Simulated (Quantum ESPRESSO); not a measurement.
Crystal: Ta2N.

```xyz
3
Lattice="3.1129 0.0000 0.0000 -1.5564 2.6958 0.0000 0.0000 0.0000 4.8698" Properties=species:S:1:pos:R:3 pbc="T T T"
Ta    0.0000    1.7972    1.2404
Ta    1.5564    0.8986    3.6294
N     0.0000    0.0000    0.0000
```

The cell comes from a database or a generator and needn't be the stable form of this composition.

Base run:

| Quantity | Value |
| --- | --- |
| Program | Quantum ESPRESSO 7.5 |
| Functional | PBEsol |
| Potentials or basis | GBRV 1.5 PBEsol |
| Cutoff | 762 eV |
| Density cutoff | 6095 eV |
| k mesh | 10 × 10 × 6 |
| Occupations | fermi-dirac, width 0.05 eV |
| Spin | no spin polarisation |
| Hubbard terms | Ta d U = 3 eV |

Its results: band gap on the k mesh none (metal or under the smearing width); pressure -13.9 GPa; largest force 0.316 eV/Å.

Task: After a change of settings the same cell gave: band gap on the k mesh none (metal or under the smearing width); pressure -15.5 GPa; largest force 0.334 eV/Å. Which change was it?
A. hubbard terms from Ta d U = 3 eV to Ta d U = 2 eV
B. hubbard terms from Ta d U = 3 eV to Ta d U = 4 eV
C. hubbard terms from Ta d U = 3 eV to none

Result: B.

Caveats: U without spin polarisation on a metal has little footing.
